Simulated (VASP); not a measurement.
# PbSe (Pm-3m) in VASP: further runs

One crystal, PbSe, is run at these levels: PBEsol; tasks: single point.

Everything below comes from runs of VASP 6.6.1. Logs are shortened: lines on timing, memory, paths and dates and some standing lists are left out, and cuts for length are marked.

**1. The structure**

Symmetry: Pm-3m, No. 221, cubic system. Conventional cell: a = 3.784 Å, b = 3.784 Å, c = 3.784 Å, α = 90.00°, β = 90.00°, γ = 90.00°. Pb (site symmetry m-3m) is surrounded by 8 Se at 3.28 Å. Around Se (site symmetry m-3m) lie 8 Pb at 3.28 Å.

Measurements of this composition are mostly on another form, of space group No. 225.

**2. Single point, PBEsol**

INCAR reads:

```
SYSTEM = PbSe
  ADDGRID = .False.
  ALGO = Normal
  EDIFF = 1E-6
  ENCUT = 340
  GGA = PS
  ISIF = 2
  ISMEAR = 0
  LASPH = .True.
  LCHARG = .False.
  LREAL = .False.
  LWAVE = .False.
  NELM = 100
  PREC = Accurate
  SIGMA = 0.05
```

KPOINTS reads:

```
k-points
0
Gamma
  7 7 7
  0 0 0
```

POSCAR reads:

```
PbSe
1.0
    3.7843220000      0.0000000000      0.0000000000
    0.0000000000      3.7843220000      0.0000000000
    0.0000000000      0.0000000000      3.7843220000
Pb Se
1 1
Direct
    0.0499830000      0.0304240000      0.0268320000
    0.4857650000      0.4915870000      0.4882140000
```

Potentials or basis: VASP PAW PBE potentials, release 64 (Pb_d, Se).

Launch:

```
$ cat potpaw_PBE.64/Pb_d/POTCAR potpaw_PBE.64/Se/POTCAR > POTCAR
$ mpirun -np 1 vasp_std > vasp.out
```

OUTCAR:

```text
SYSTEM = PbSe
   EDIFF = 1E-6
   ENCUT = 340
   GGA = PS
   ISIF = 2
   ISMEAR = 0
   LASPH = .True.
   LREAL = .False.
   NELM = 100
   PREC = Accurate

 Found    172 irreducible k-points:

 Following reciprocal coordinates:
            Coordinates               Weight
  0.000000  0.000000  0.000000      1.000000
  0.142857  0.000000  0.000000      2.000000
  0.000000  0.142857  0.000000      2.000000
  0.000000  0.000000  0.142857      2.000000
  0.285714  0.000000  0.000000      2.000000
  0.000000  0.285714  0.000000      2.000000
   k-points           NKPTS =    172   k-points in BZ     NKDIM =    172   number of bands    NBANDS=     14
   number of dos      NEDOS =    301   number of ions     NIONS =      2
   total plane-waves  NPLWV =  13824
   dimension x,y,z NGX =    24 NGY =   24 NGZ =   24
   dimension x,y,z NGXF=    48 NGYF=   48 NGZF=   48
   ions per type =               1   1
   NGX,Y,Z   is equivalent  to a cutoff of  10.54, 10.54, 10.54 a.u.
   NGXF,Y,Z  is equivalent  to a cutoff of  21.09, 21.09, 21.09 a.u.
 SYSTEM =  PbSe
   PREC   = accura    normal or accurate (medium, high low for compatibility)
   ISTART =      0    job   : 0-new  1-cont  2-samecut
   ICHARG =      2    charge: 1-file 2-atom 10-const
   ISPIN  =      1    spin polarized calculation?
   LNONCOLLINEAR =      F non collinear calculations
   LSORBIT =      F    spin-orbit coupling
   LASPH  =      T    aspherical Exc in radial PAW
   ENCUT  =  340.0 eV  24.99 Ry    5.00 a.u.   5.69  5.69  5.69*2*pi/ulx,y,z
   NELM   =    100;   NELMIN=  2; NELMDL= -5     # of ELM steps
   EDIFF  = 0.1E-05   stopping-criterion for ELM
   LREAL  =      F    real-space projection
   EDIFFG = 0.1E-04   stopping-criterion for IOM
   NSW    =      0    number of steps for IOM
   IBRION =     -1    ionic relax: 0-MD 1-quasi-New 2-CG
   NFREE  =      0    steps in history (QN), initial steepest desc. (CG)
   ISIF   =      2    stress and relaxation
   ISYM   =      2    0-nonsym 1-usesym 2-fastsym
   POTIM  = 0.5000    time-step for ionic-motion
   TEBEG  =    0.0;   TEEND  =   0.0 temperature during run
   PSTRESS=    0.0 pullay stress
   NELECT =      20.0000    total number of electrons
   NUPDOWN=      -1.0000    fix difference up-down
   EMIN   =  10.00;   EMAX   =-10.00  energy-range for DOS
   EFERMI =   0.00;   METHOD = LEGACY
   ISMEAR =     0;   SIGMA  =   0.05  broadening in eV -4-tet -1-fermi 0-gaus
   EFERMI_NEDOS =   21; number of points for ismear=-14 and -15
   IALGO  =     38    algorithm
   IMIX   =      4    mixing-type and parameters
     AMIX     =   0.40;   BMIX     =  1.00
     AMIX_MAG =   1.60;   BMIX_MAG =  1.00
  volume/ion in A,a.u.               =      27.10       182.87
  Fermi-wavevector in a.u.,A,eV,Ry     =   1.174258  2.219025 18.760817  1.378881
  Thomas-Fermi vector in A             =   2.310658
   LORBIT       =      0    0 simple, 1 ext, 2 COOP (PROOUT), +10 PAW based schemes
   GGA     = PS    functional components
   LHFCALC =     F    Hartree Fock is set to
   AEXX    =    0.0000 exact exchange contribution
   IVDW    =     0    specifies the selected vdW correction
   LEPSILON=     F    determine dielectric tensor
   LRPA    =     F    only Hartree local field effects (RPA)
 non-spin polarized calculation
 Gauss-broadening in eV      SIGMA  =   0.05
  energy-cutoff  :      340.00
  volume of cell :       54.20
 maximum number of plane-waves:       787
   NGX = 11   NGY = 11   NGZ = 11

 number of electron      20.0000003 magnetization

 Free energy of the ion-electron system (eV)
  ---------------------------------------------------
  ext. energy  EPLUGINS =         0.00000000
  ---------------------------------------------------
  free energy    TOTEN  =        -8.50745569 eV

  energy without entropy =       -8.50586200  energy(sigma->0) =       -8.50665885

 E-fermi :   5.1378     XC(G=0): -10.0950

 val. band max:        5.1284986269   @ k =   0.0000   0.4286   0.4286
 cond. band min:       5.1523899667   @ k =  -0.1429  -0.1429   0.1429
 fundamental gap:      0.0238913398
 Fermi energy:         5.1378165080

 k-point     1 :       0.0000    0.0000    0.0000
  band No.  band energies     occupation
      1     -11.6120      2.00000
      2     -11.6084      2.00000
      3     -11.4635      2.00000
      4     -11.4617      2.00000
      5     -11.4557      2.00000
      6      -8.1219      2.00000
      7      -1.8055      2.00000
      8       3.6034      2.00000
      9       3.6745      2.00000
     10       3.7687      2.00000
     11       9.4244      0.00000
     12       9.7570      0.00000
     13      11.4468      0.00000
     14      11.7722      0.00000

 k-point     2 :       0.1429    0.0000    0.0000
  band No.  band energies     occupation
      1     -11.6107      2.00000
      2     -11.5866      2.00000
      3     -11.4700      2.00000
      4     -11.4683      2.00000
      5     -11.4592      2.00000
      6      -7.9760      2.00000
      7      -2.0990      2.00000
      8       3.5923      2.00000
      9       3.8166      2.00000
     10       3.8371      2.00000
     11       9.2182      0.00000
     12       9.8022      0.00000
     13      10.8961      0.00000
     14      11.4138      0.00000

 k-point     3 :       0.0000    0.1429    0.0000
  band No.  band energies     occupation
      1     -11.6081      2.00000
      2     -11.5887      2.00000
      3     -11.4716      2.00000
      4     -11.4687      2.00000
      5     -11.4578      2.00000
      6      -7.9713      2.00000
      7      -2.1186      2.00000
      8       3.5313      2.00000
      9       3.8197      2.00000
     10       3.9293      2.00000
     11       9.3901      0.00000
     12       9.5735      0.00000
     13      10.8436      0.00000
     14      11.6173      0.00000

 k-point     4 :       0.0000    0.0000    0.1429
  band No.  band energies     occupation
      1     -11.6081      2.00000
      2     -11.5888      2.00000
      3     -11.4716      2.00000
      4     -11.4688      2.00000
      5     -11.4577      2.00000
      6      -7.9713      2.00000
      7      -2.1187      2.00000
      8       3.5309      2.00000
      9       3.8202      2.00000
     10       3.9294      2.00000
     11       9.3915      0.00000
     12       9.5721      0.00000
     13      10.8432      0.00000
     14      11.6189      0.00000

 k-point     5 :       0.2857    0.0000    0.0000
  band No.  band energies     occupation
      1     -11.6082      2.00000
      2     -11.5382      2.00000
      3     -11.4886      2.00000
      4     -11.4868      2.00000
      5     -11.4589      2.00000
      6      -7.5882      2.00000
      7      -2.8434      2.00000
      8       3.6819      2.00000
      9       4.2492      2.00000
     10       4.2632      2.00000
     11       7.6091      0.00000
     12       9.5359      0.00000
     13       9.8398      0.00000
     14      11.0748      0.00000

 k-point     6 :       0.0000    0.2857    0.0000
  band No.  band energies     occupation
      1     -11.6053      2.00000
      2     -11.5395      2.00000
      3     -11.4906      2.00000
      4     -11.4892      2.00000
      5     -11.4569      2.00000
      6      -7.5680      2.00000
      7      -2.9055      2.00000
      8       3.6604      2.00000
      9       4.2764      2.00000
     10       4.3561      2.00000
     11       7.6803      0.00000
     12       9.3597      0.00000
     13       9.7950      0.00000
     14      11.2299      0.00000

 [... further k-points ...]

------------------------ aborting loop because EDIFF is reached ----------------------------------------

  FORCE on cell =-STRESS in cart. coord.  units (eV):
  Direction    XX          YY          ZZ          XY          YZ          ZX
  --------------------------------------------------------------------------------------
  -------------------------------------------------------------------------------------
  Total       -0.7685068     -0.7147884     -0.7139635      0.1372015      0.1280511      0.1369760
  in kB      -22.7192538    -21.1311838    -21.1067977      4.0560674      3.7855546      4.0494022
  external PRESSURE =     -21.6524118 kB  Pullay stress =       0.0000000 kB

 VOLUME and BASIS-vectors are now :
 -----------------------------------------------------------------------------
  energy-cutoff  :      340.00
  volume of cell :       54.20
      direct lattice vectors                 reciprocal lattice vectors
     3.784322000  0.000000000  0.000000000     0.264248127  0.000000000  0.000000000
     0.000000000  3.784322000  0.000000000     0.000000000  0.264248127  0.000000000
     0.000000000  0.000000000  3.784322000     0.000000000  0.000000000  0.264248127

 POSITION                                       TOTAL-FORCE (eV/Angst)
 -----------------------------------------------------------------------------------
      0.18915      0.11513      0.10154         0.166310      0.061178      0.060436
      1.83829      1.86032      1.84756        -0.166310     -0.061178     -0.060436
 -----------------------------------------------------------------------------------
    total drift:                               -0.000507     -0.000182     -0.000520

  FREE ENERGIE OF THE ION-ELECTRON SYSTEM (eV)
  ---------------------------------------------------
  free  energy   TOTEN  =        -8.5074556904 eV

  energy  without entropy=       -8.5058620038  energy(sigma->0) =       -8.50665885
```

Wall time 29 s (1 thread of Intel Xeon Platinum 8488C (Sapphire Rapids), shared host); peak memory 0.19 GiB.

The run converged, but some of its settings lie outside the range that counts as converged, so its numbers aren't taken as properties of the crystal.

What came out:

| Quantity | Value |
| --- | --- |
| Free energy | -8.5075 eV |
| Pressure | -2.2 GPa |
| Largest force | 0.187 eV/Å |
| Band gap on the k mesh | none (metal or under the smearing width) |

Caveat: the PAW data sets were made with another functional, which shifts forces and pressure a little.

**3. Single point, PBEsol**

Edit INCAR of step 2 so:

```diff
@@ -4,3 +4,3 @@
   EDIFF = 1E-6
-  ENCUT = 340
+  ENCUT = 520
   GGA = PS
```

KPOINTS reads:

```
k-points
0
Gamma
  6 6 6
  0 0 0
```

POSCAR reads:

```
PbSe
1.0
    3.7843220000      0.0000000000      0.0000000000
    0.0000000000      3.7843220000      0.0000000000
    0.0000000000      0.0000000000      3.7843220000
Pb Se
1 1
Direct
    0.0000000000      0.0000000000      0.0000000000
    0.5000000000      0.5000000000      0.5000000000
```

Potentials or basis: VASP PAW PBE potentials, release 64 (Pb_d, Se).

Launch:

```
$ cat potpaw_PBE.64/Pb_d/POTCAR potpaw_PBE.64/Se/POTCAR > POTCAR
$ mpirun -np 1 vasp_std > vasp.out
```

Run time: 14 s. Hardware: 1 thread of Intel Xeon Platinum 8488C (Sapphire Rapids), shared host; peak memory 0.16 GiB.

These settings aren't checked as converged: the numbers below hold their error.

Results:

| Item | Value |
| --- | --- |
| Free energy | -8.4638 eV |
| Pressure | -3.2 GPa |
| Band gap on the k mesh | none (metal or under the smearing width) |

Caveat: the PAW data sets were made with another functional, which shifts forces and pressure a little.

(Continued in part 2 of 2.)
